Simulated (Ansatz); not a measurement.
# InP (F-43m) in Ansatz: notebook

The runs below take InP through phonons, band structure, elastic constants, with PBE.

Program: Ansatz 0.2.0. These are calculated values, not measurements. Logs are shortened: lines on timing, memory, paths and dates and some standing lists are left out, and cuts for length are marked.

**Experimental background.**

A printed reference work, data compilation reports, for a bulk crystal of InP at 1.6 K: band gap 1.4236 eV (direct).

The runs below are set against these values where they give the same quantity.

### 1 The structure

It takes space group F-43m (No. 216, cubic). Conventional cell: a = 5.861 Å, b = 5.861 Å, c = 5.861 Å, α = 90.00°, β = 90.00°, γ = 90.00°. Around In (site symmetry -43m) lie 4 P at 2.54 Å. Around P (site symmetry -43m) lie 4 In at 2.54 Å.

### 2 Phonons, PBE

File input.yaml:

```yaml
crystal:
  lattice:
    - [0.0, 2.9305, 2.9305]
    - [2.9305, 0.0, 2.9305]
    - [2.9305, 2.9305, 0.0]
  atoms:
    - { symbol: In, position: [0.0, 0.0, 0.0] }
    - { symbol: P, position: [0.75, 0.75, 0.75] }
kpoints:
  mp_grid: { grid: [6, 6, 6] }
scf:
  occupations: { method: fermi_dirac, width: 0.05 }
hamiltonian:
  xc: pbe
  pseudopotentials: { kind: all_electron, lapw: { basis_error: 0.001 } }
output: {}
phonons:
  method: fd
  supercell: [1, 1, 1]
```

Potentials or basis: all-electron LAPW, scalar-relativistic.

On the command line:

```console
$ ansatz run input.yaml --threads 1 --pin off --max-ram 3072MiB --backend cpu --events-out ev --progress --plain --runs-dir out
```

Standard output:

```text
Warning: RAYON_NUM_THREADS=1 ignored (pool sized by the plan → 1); use --threads N
LAPW: plane waves up to 8.343 Å⁻¹, error target 1.0e-3 eV per atom; small_component_spin mean_spin; P in spheres of 1.076 Å, 13 of its electrons in bands, Dirac shells []; In in spheres of 1.385 Å, 21 of its electrons in bands, Dirac shells [] (how accurate: hamiltonian.pseudopotentials.lapw.basis_error, Limitations)
Engine: ansatz 0.2.0, aarch64-unknown-linux-gnu
Pseudopotentials: kind: all_electron
Pseudopotential: In, LAPW, valence charge 21, lapw/all_electron/scalar/gaussian/In, Koelling and Harmon's equation, gaussian nucleus
Pseudopotential: P, LAPW, valence charge 13, lapw/all_electron/scalar/gaussian/P, Koelling and Harmon's equation, gaussian nucleus
Functional definition: PBE
  parameter kappa = 0.804
  parameter beta = 0.06672455060314922
  exchange = pbe_x(kappa = kappa, mu = beta*pi^2/3)
  correlation = pbe_c(beta = beta)
Crystal: 2 atoms, lattice volume = 50.333 Å³
Basis set: ecut = 265.20186570327695 eV, 531 PW (Γ), exchange–correlation at level 2
Bands: 21, of which v1, the nominal top of the filled ones, is band 17 counted from 1 (16 counted from 0)
Symmetry: 24 space group operations
k-points: 16 of 216 (time reversal used)
Non-local potential: In, projectors of the file, none
Non-local potential: P, projectors of the file, none
Initial density: superposition of atomic densities (chi_scale 0.1, normalization cell, long waves kept (reshape's long-wave potential 0.00 eV rms))
Initial wavefunctions: plane waves of lowest kinetic energy (no species holds an atomic orbital)
Functional: x = pbe(κ = 0.804, μ = 0.2195149727645171), c = pbe(β = 0.06672455060314922)
iter 1 solved again at ethr=3.82e-3 eV; its pass at ethr=1.00e-1 eV (dr2=1.30e0 eV) is discarded
SCF iter   1: F=—  HF=-169355.814069 eV  |F-HF|=—  |Δ(HF+E_count)|=         —  Δρ=3.72e-2  dr2=1.30e0  ethr=3.82e-3  ⟨swp⟩=2.0  Hψ=2263  notcnv=0
preconditioner: auto → none  [insulator: Δε(μ)=1.114 eV  Ē_g=14.271 eV  σ=0.050 eV  W_gap=1.00  n_scr=14 (ndim 8)  ℏωp=22.2 eV  f_vac=0.032  D(μ)=0.00/eV (n_scr^D=0)  ε∞_Penn≈3.4]
iter 2 solved again at ethr=2.08e-4 eV; its pass at ethr=3.82e-3 eV (dr2=7.07e-2 eV) is discarded
SCF iter   2: F=—  HF=-169355.419725 eV  |F-HF|=—  |Δ(HF+E_count)|=   3.94e-1  Δρ=1.27e-2  dr2=7.08e-2  ethr=2.08e-4  ⟨swp⟩=2.0  Hψ=1769  notcnv=0
SCF iter   3: F=—  HF=-169355.393738 eV  |F-HF|=—  |Δ(HF+E_count)|=   2.60e-2  Δρ=6.29e-3  dr2=1.61e-2  ethr=2.08e-4  ⟨swp⟩=2.1  Hψ=987  notcnv=0
SCF iter   4: F=—  HF=-169355.394682 eV  |F-HF|=—  |Δ(HF+E_count)|=         —  Δρ=1.34e-3  dr2=9.55e-4  ethr=4.72e-5  ⟨swp⟩=2.0  Hψ=943  notcnv=0
the basis was enlarged: its passes take 251.0 KiB over the memory plan, 1 of 1 planned eigensolver slots
SCF iter   5: F=—  HF=-169355.394266 eV  |F-HF|=—  |Δ(HF+E_count)|=   4.16e-4  Δρ=1.89e-4  dr2=1.67e-5  ethr=2.81e-6  ⟨swp⟩=2.6  Hψ=939  notcnv=0
SCF iter   6: F=—  HF=-169355.394297 eV  |F-HF|=—  |Δ(HF+E_count)|=   3.05e-5  Δρ=4.09e-5  dr2=7.01e-7  ethr=4.91e-8  ⟨swp⟩=3.0  Hψ=988  notcnv=0
SCF iter   7: F=—  HF=-169355.394298 eV  |F-HF|=—  |Δ(HF+E_count)|=   1.82e-6  Δρ=3.55e-6  dr2=8.11e-9  ethr=2.06e-9  ⟨swp⟩=3.1  Hψ=989  notcnv=0
SCF iter   8: F=-169355.394298 eV  HF=-169355.394298 eV  |F-HF|=4.95e-10  |Δ(HF+E_count)|=   1.81e-8  Δρ=6.05e-7  dr2=1.50e-10  ethr=2.38e-11  ⟨swp⟩=3.0  Hψ=988  notcnv=0
SCF 1 converged in 8 iterations: F = -169355.394298 eV  dr2 = 1.50e-10
Symmetry: 4 space group operations
k-points: 46 of 216 (time reversal used)
Initial density: handed on by an earlier stage of this run
Initial wavefunctions: plane waves of lowest kinetic energy (no species holds an atomic orbital; no wavefunctions were taken with the density)
iter 1 solved again at ethr=2.26e-7 eV; its pass at ethr=1.00e-1 eV (dr2=7.70e-5 eV) is discarded
SCF iter   1: F=—  HF=-169355.393898 eV  |F-HF|=—  |Δ(HF+E_count)|=         —  Δρ=3.48e-4  dr2=7.08e-5  ethr=2.26e-7  ⟨swp⟩=4.8  Hψ=8388  notcnv=0
preconditioner: auto → none  [insulator: Δε(μ)=0.691 eV  Ē_g=14.738 eV  σ=0.050 eV  W_gap=1.00  n_scr=14 (ndim 8)  ℏωp=22.2 eV  f_vac=0.136  D(μ)=0.00/eV (n_scr^D=0)  ε∞_Penn≈3.3]
iter 2 solved again at ethr=1.70e-8 eV; its pass at ethr=2.08e-7 eV (dr2=5.77e-6 eV) is discarded
SCF iter   2: F=—  HF=-169355.393883 eV  |F-HF|=—  |Δ(HF+E_count)|=   1.48e-5  Δρ=1.29e-4  dr2=5.75e-6  ethr=1.70e-8  ⟨swp⟩=2.0  Hψ=4716  notcnv=0
SCF iter   3: F=—  HF=-169355.393885 eV  |F-HF|=—  |Δ(HF+E_count)|=   2.13e-6  Δρ=4.46e-5  dr2=6.83e-7  ethr=1.69e-8  ⟨swp⟩=2.0  Hψ=2656  notcnv=0
SCF iter   4: F=—  HF=-169355.393886 eV  |F-HF|=—  |Δ(HF+E_count)|=   4.93e-7  Δρ=4.13e-6  dr2=9.08e-9  ethr=2.01e-9  ⟨swp⟩=3.0  Hψ=2714  notcnv=0
SCF iter   5: F=-169355.393886 eV  HF=-169355.393886 eV  |F-HF|=1.75e-10  |Δ(HF+E_count)|=   6.84e-9  Δρ=1.18e-6  dr2=6.05e-10  ethr=2.67e-11  ⟨swp⟩=3.0  Hψ=2826  notcnv=0
SCF 2 converged in 5 iterations: F = -169355.393886 eV  dr2 = 6.05e-10
iter 1 solved again at ethr=6.79e-7 eV; its pass at ethr=1.00e-1 eV (dr2=2.31e-4 eV) is discarded
SCF iter   1: F=—  HF=-169355.393956 eV  |F-HF|=—  |Δ(HF+E_count)|=         —  Δρ=5.04e-4  dr2=2.25e-4  ethr=6.79e-7  ⟨swp⟩=4.5  Hψ=8179  notcnv=0
preconditioner: auto → none  [insulator: Δε(μ)=0.691 eV  Ē_g=14.738 eV  σ=0.050 eV  W_gap=1.00  n_scr=14 (ndim 8)  ℏωp=22.2 eV  f_vac=0.137  D(μ)=0.00/eV (n_scr^D=0)  ε∞_Penn≈3.3]
iter 2 solved again at ethr=2.79e-8 eV; its pass at ethr=6.62e-7 eV (dr2=9.48e-6 eV) is discarded
SCF iter   2: F=—  HF=-169355.393884 eV  |F-HF|=—  |Δ(HF+E_count)|=   7.15e-5  Δρ=1.61e-4  dr2=9.49e-6  ethr=2.79e-8  ⟨swp⟩=2.0  Hψ=4743  notcnv=0
SCF iter   3: F=—  HF=-169355.393885 eV  |F-HF|=—  |Δ(HF+E_count)|=   1.04e-6  Δρ=6.61e-5  dr2=1.49e-6  ethr=2.79e-8  ⟨swp⟩=2.0  Hψ=2656  notcnv=0
SCF iter   4: F=—  HF=-169355.393886 eV  |F-HF|=—  |Δ(HF+E_count)|=   4.91e-7  Δρ=4.33e-6  dr2=1.40e-8  ethr=4.39e-9  ⟨swp⟩=2.0  Hψ=2656  notcnv=0
SCF iter   5: F=—  HF=-169355.393886 eV  |F-HF|=—  |Δ(HF+E_count)|=   8.00e-9  Δρ=1.57e-6  dr2=9.31e-10  ethr=4.12e-11  ⟨swp⟩=3.0  Hψ=2785  notcnv=0
SCF iter   6: F=-169355.393886 eV  HF=-169355.393886 eV  |F-HF|=2.91e-11  |Δ(HF+E_count)|=  9.31e-10  Δρ=3.71e-7  dr2=8.83e-11  ethr=2.74e-12  ⟨swp⟩=3.0  Hψ=2833  notcnv=0
SCF 3 converged in 6 iterations: F = -169355.393886 eV  dr2 = 8.83e-11
SCF converged after 8 iterations
Free energy (F): -169355.394298 eV
Harris-Foulkes:  -169355.394298 eV  (|F-HF|=4.95e-10)
Internal energy: -169355.394288 eV  (E = F + TS)
E sigma→0 (E₀):  -169355.394293 eV
Entropy (-TS):   -0.000011 eV (-0.005 meV/atom)
Fermi energy:    9.488667 eV
--- Per-component energies (eV) ---
  E_band       = -1582.987162
  E_kinetic    = 177332.047497
  E_xc         = -4985.305140
  E_electrostatic = -341702.136645  (all electrons and nuclei)
  E_smearing   = -0.000011  (= −TS)
  E_closure    = 0.000000  (closes the sum)
  E_atoms      = -169347.050426  (free atoms, spherical and without spin; not in F)
  Σ components = -169355.394298   (vs F -169355.394298, Δ=0.00e0)
  Basis errors (estimates in eV, not in F): energy 4.5e-4 per atom: plane waves 4.0e-4 (2.4e-4 summed), levels above the bands 3.7e-61, relativity 1.9e-8, radial functions 4.5e-5, core shells 1.8e-7; eigenvalues (radial functions only) 5.4e-7; not estimated: angular momenta, meshes, grids; target (lapw.basis_error) 1.0e-3; muffin-tin radii P 1.076 Å, In 1.385 Å
--- Forces (eV/Å), atoms counted from 1 ---
  atom   1  In     0.00000000    -0.00000000     0.00000000
  atom   2  P     -0.00000000     0.00000000    -0.00000000
  max |Σ_I F_I| component: 5.09e-17 eV/Å
--- Band table (eV; the first three rows and the last of 16) ---
  k-point 0: bands = ["-158.5087", "-108.9847", "-108.9847", "-108.9847", "-105.8637", "-64.3507", "-64.3507", "-64.3507", "-5.0924", "-5.0924", "-5.0924", "-4.9407", "-4.9407", "-2.4120", "9.1050", "9.1050", "9.1050", "9.8168", "13.1927", "13.1927", "13.1927"]
  k-point 1: bands = ["-158.5087", "-108.9847", "-108.9847", "-108.9847", "-105.8636", "-64.3507", "-64.3507", "-64.3507", "-5.1242", "-5.0799", "-5.0799", "-4.9402", "-4.9402", "-2.0988", "6.9241", "8.8007", "8.8007", "10.9074", "13.5978", "13.6314", "13.6314"]
  k-point 2: bands = ["-158.5087", "-108.9847", "-108.9847", "-108.9847", "-105.8636", "-64.3508", "-64.3507", "-64.3507", "-5.1833", "-5.0601", "-5.0601", "-4.9337", "-4.9337", "-1.2902", "4.5420", "8.3288", "8.3288", "10.7612", "13.9705", "13.9705", "15.3756"]
  k-point 15: bands = ["-158.5087", "-108.9847", "-108.9847", "-108.9847", "-105.8636", "-64.3509", "-64.3508", "-64.3508", "-5.2533", "-5.0200", "-4.9960", "-4.9688", "-4.9188", "0.0256", "3.4643", "6.2998", "6.3236", "12.3861", "12.7284", "15.8957", "16.1791"]
--- Phonons: 2 displaced members + reference (amplitude 0.01 Å, Σ member SCF iterations 11) ---
  symmetry images taken by strict's conditions (phonons.symmetry_images: auto; settled by no image being taken that strict refuses)
  ASR residual: 1.284e-3 → 0.000e0 eV/Å²; symmetrization residual: 8.371e-4 eV/Å²
  largest component of a force at the reference: 8.8e-17 eV/Å
  ASR residual per site (eV/Å²): 1.28e-3 5.46e-4
  Γ frequencies (cm⁻¹): 0.00 0.00 0.00 303.35 303.35 303.35
  density of states and harmonic sums: on the 18×18×18 q-mesh, interpolated from the force constants of a 1×1×1 supercell (no non-analytic term)
  largest difference from the sums on the solved wave vectors: F 4.92e-1 eV, S 7.50e-4 and C_V 2.58e-4 eV/K
  zero-point energy: 0.073465 eV/cell   skipped modes (ω ≤ 0): 3   left out of the sums: 8.57e-5 of the cell's modes: C_V's classical limit lies that fraction below 3 k_B per atom; for a crystal, a wire or a layer, F and S can be off by more, and a phonons.interpolated_qmesh denser along its periods is the remedy for the sampling
```

Wall time 29 s (1 thread of Arm Neoverse V2, shared host); peak memory 0.3 GiB.

What came out:

- Free energy: -169355.3943 eV
- Band gap on the k mesh: 0.71 eV, direct
- Highest phonon frequency at Γ, LO-TO splitting left out: 303 cm⁻¹

Levels at points of the mesh, in eV from the valence-band top:
```
             k point  band 13  band 14  band 15  band 16  band 17  band 18  band 19  band 20  band 21
  (0.00, 0.00, 0.00)   -14.05   -11.52     0.00     0.00     0.00     0.71     4.09     4.09     4.09
 (0.00, 0.00, -0.50)   -14.03    -9.79    -5.73    -0.97    -0.97     1.50     4.81     4.81     7.10
(0.00, -0.50, -0.50)   -14.01    -9.14    -5.75    -2.32    -2.32     1.76     2.27     9.21     9.59
```

Phonon frequencies in cm⁻¹ (negative: imaginary):
```csv
q point,frequencies
"(0.000, 0.000, 0.000)",0 0 0 303 303 303
```

Caveat: spin-orbit coupling is left out, which moves the levels of the heavy elements.

### 3 Band structure, PBE, spin-orbit coupling, no magnetisation

Edit input.yaml of step 2 so:

```diff
@@ -10,2 +10,13 @@
   mp_grid: { grid: [6, 6, 6] }
+  band_path:
+    path:
+      - [0.0, 0.0, 0.0]
+      - [0.5, 0.0, 0.5]
+      - [0.5, 0.25, 0.75]
+      - [0.375, 0.375, 0.75]
+      - [0.0, 0.0, 0.0]
+      - [0.5, 0.5, 0.5]
+      - [0.625, 0.25, 0.625]
+      - [0.5, 0.25, 0.75]
+    npoints: 6
 scf:
@@ -15,5 +26,8 @@
   pseudopotentials: { kind: all_electron, lapw: { basis_error: 0.001 } }
-output: {}
-phonons:
-  method: fd
-  supercell: [1, 1, 1]
+magnetization:
+  noncollinear: true
+  spin_orbit: true
+output:
+  forces: true
+  stress: true
+  eigenvalues: true
```

Potentials or basis: all-electron LAPW, relativistic spinors.

On the command line:

```console
$ ansatz run input.yaml --threads 1 --pin off --max-ram 3072MiB --backend cpu --events-out ev --progress --plain --runs-dir out
```

Standard output:

```text
Warning: RAYON_NUM_THREADS=1 ignored (pool sized by the plan → 1); use --threads N
LAPW: plane waves up to 8.013 Å⁻¹, error target 1.0e-3 eV per atom; Dirac's equation on spinors; P in spheres of 1.105 Å, 13 of its electrons in bands; In in spheres of 1.433 Å, 21 of its electrons in bands (how accurate: hamiltonian.pseudopotentials.lapw.basis_error, Limitations)
Engine: ansatz 0.2.0, x86_64-unknown-linux-gnu
Pseudopotentials: kind: all_electron
Pseudopotential: In, LAPW, valence charge 21, lapw/all_electron/dirac/gaussian/In, Dirac's equation, gaussian nucleus
Pseudopotential: P, LAPW, valence charge 13, lapw/all_electron/dirac/gaussian/P, Dirac's equation, gaussian nucleus
Functional definition: PBE
  parameter kappa = 0.804
  parameter beta = 0.06672455060314922
[... 47 lines left out ...]
  Basis errors (estimates in eV, not in F): energy 4.5e-4 per atom: plane waves 4.1e-4 (2.4e-4 summed), levels above the bands 4.1e-61, relativity 6.9e-8, radial functions 4.6e-5, core shells 6.8e-8; eigenvalues (radial functions only) 1.1e-6; not estimated: angular momenta, meshes, grids; target (lapw.basis_error) 1.0e-3; muffin-tin radii P 1.105 Å, In 1.433 Å
--- Forces (eV/Å), atoms counted from 1 ---
  atom   1  In     0.00000000    -0.00000000     0.00000000
  atom   2  P     -0.00000000     0.00000000     0.00000000
  max |Σ_I F_I| component: 3.70e-17 eV/Å
--- Stress (GPa, compression-positive) ---
        3.262475       0.000000      -0.000000
        0.000000       3.262475       0.000000
       -0.000000       0.000000       3.262475
  P = ⅓ Tr σ = 3.2625 GPa (32.625 kbar)
--- Band table (eV; the first three rows and the last of 16) ---
  k-point 0: bands = ["-158.5161", "-158.5161", "-109.6053", "-109.6053", "-108.6895", "-108.6895", "-108.6895", "-108.6895", "-105.8263", "-105.8263", "-68.9416", "-68.9416", "-62.2977", "-62.2977", "-62.2977", "-62.2977", "-5.5334", "-5.5334", "-5.5334", "-5.5334", "-4.7514", "-4.7514", "-4.6482", "-4.6482", "-4.6482", "-4.6482", "-2.4133", "-2.4133", "9.0346", "9.0346", "9.1336", "9.1336", "9.1336", "9.1336", "9.8173", "9.8173", "12.8800", "12.8800", "13.3358", "13.3358", "13.3358", "13.3358"]
  k-point 1: bands = ["-158.5161", "-158.5161", "-109.6053", "-109.6053", "-108.6895", "-108.6895", "-108.6895", "-108.6895", "-105.8263", "-105.8263", "-68.9417", "-68.9417", "-62.2977", "-62.2977", "-62.2977", "-62.2977", "-5.5379", "-5.5379", "-5.5347", "-5.5261", "-4.7547", "-4.7547", "-4.6611", "-4.6611", "-4.6431", "-4.6323", "-2.0990", "-2.0990", "6.9209", "6.9209", "8.7535", "8.7535", "8.8314", "8.8445", "10.9031", "10.9031", "13.3863", "13.3863", "13.6895", "13.6895", "13.7618", "13.7663"]
  k-point 2: bands = ["-158.5161", "-158.5161", "-109.6053", "-109.6053", "-108.6895", "-108.6895", "-108.6895", "-108.6895", "-105.8263", "-105.8263", "-68.9417", "-68.9417", "-62.2978", "-62.2978", "-62.2977", "-62.2977", "-5.5494", "-5.5494", "-5.5294", "-5.5208", "-4.7574", "-4.7574", "-4.6824", "-4.6824", "-4.6210", "-4.6102", "-1.2892", "-1.2892", "4.5401", "4.5401", "8.2700", "8.2700", "8.3703", "8.3817", "10.7589", "10.7589", "13.8558", "13.8558", "14.0639", "14.0686", "15.3768", "15.3768"]
  k-point 15: bands = ["-158.5161", "-158.5161", "-109.6053", "-109.6053", "-108.6895", "-108.6895", "-108.6895", "-108.6895", "-105.8263", "-105.8263", "-68.9417", "-68.9417", "-62.2979", "-62.2979", "-62.2978", "-62.2978", "-5.6179", "-5.5553", "-5.4928", "-5.4806", "-4.8456", "-4.7150", "-4.6534", "-4.6403", "-4.6264", "-4.6047", "0.0249", "0.0269", "3.4611", "3.4708", "6.2047", "6.2948", "6.3452", "6.3800", "12.3496", "12.4130", "12.7229", "12.7348", "15.7966", "15.9562", "16.1757", "16.1955"]
```

Wall time 45 s (1 thread of Intel Xeon Platinum 8259CL at 2.50GHz (Skylake/Cascade Lake), shared host); peak memory 0.55 GiB.

What came out:

| Property | Result |
| --- | --- |
| Free energy | -169398.5313 eV |
| Pressure | 3.3 GPa |
| Band gap on the k mesh | 0.68 eV, direct |
| Band gap along the path | 0.68 eV, direct |

Levels at the corners of the path, in eV from the valence-band top:
| point | band 31 | band 32 | band 33 | band 34 | band 35 | band 36 | band 37 | band 38 |
| --- | --- | --- | --- | --- | --- | --- | --- | --- |
| Γ | 0.00 | 0.00 | 0.00 | 0.00 | 0.68 | 0.68 | 3.75 | 3.75 |
| X | -2.40 | -2.40 | -2.31 | -2.31 | 1.73 | 1.73 | 2.24 | 2.24 |
| W | -3.07 | -2.98 | -2.93 | -2.88 | 4.26 | 4.26 | 4.34 | 4.36 |
| K | -3.38 | -3.29 | -1.98 | -1.97 | 2.33 | 2.33 | 4.35 | 4.37 |
| Γ | 0.00 | 0.00 | 0.00 | 0.00 | 0.68 | 0.68 | 3.75 | 3.75 |
| L | -1.06 | -1.06 | -0.95 | -0.95 | 1.47 | 1.47 | 4.69 | 4.69 |
| U | -3.38 | -3.29 | -1.98 | -1.97 | 2.33 | 2.33 | 4.35 | 4.37 |
| W | -3.07 | -2.98 | -2.93 | -2.88 | 4.26 | 4.26 | 4.34 | 4.36 |

[end of part 1 of 2]
